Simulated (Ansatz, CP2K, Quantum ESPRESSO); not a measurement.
## Tc: 8 runs at one level of theory

```
Tc
1.0
     2.74000    0.00000    0.00000
    -1.37000    2.37291    0.00000
     0.00000    0.00000    4.39800
Tc
2
Direct
  0.66667 0.33333 0.75000
  0.33333 0.66667 0.25000
```

Alike in all runs: task band structure; functional PBE; k mesh 11 × 11 × 6; occupations fermi-dirac, width 0.05 eV; no spin polarisation; no spin-orbit coupling. Pressure is positive in compression and, in plane waves, holds the error of the finite cutoff.

```tsv
program and potentials	plane-wave cutoff (eV)	notes	pressure (GPa)
Quantum ESPRESSO, SG15 PBE 1.2	952	-	2.89
Quantum ESPRESSO, SPMS 1.0 PBE	952	-	2.73
Quantum ESPRESSO, GBRV 1.5 PBE	612	-	2.46
Quantum ESPRESSO, PseudoDojo 0.5 SR PBE stringent	1143	-	3.28
Quantum ESPRESSO, SSSP 1.3 efficiency PBE	816	-	?
Quantum ESPRESSO, Ansatz NC SR PBE	1143	-	2.90
Ansatz, all-electron LAPW, scalar-relativistic	-	-	2.90
CP2K, POTENTIAL_UZH Tc GTH-PBE-q15; TZVP-MOLOPT-PBE-GTH basis	-	atomic basis	6.91
```

Problem. Estimate from the other rows what the run with Quantum ESPRESSO, SSSP 1.3 efficiency PBE gave.

Solution. Pressure 2.86 GPa. The other rows, which needn't bracket it: pressure 2.46 to 6.91.
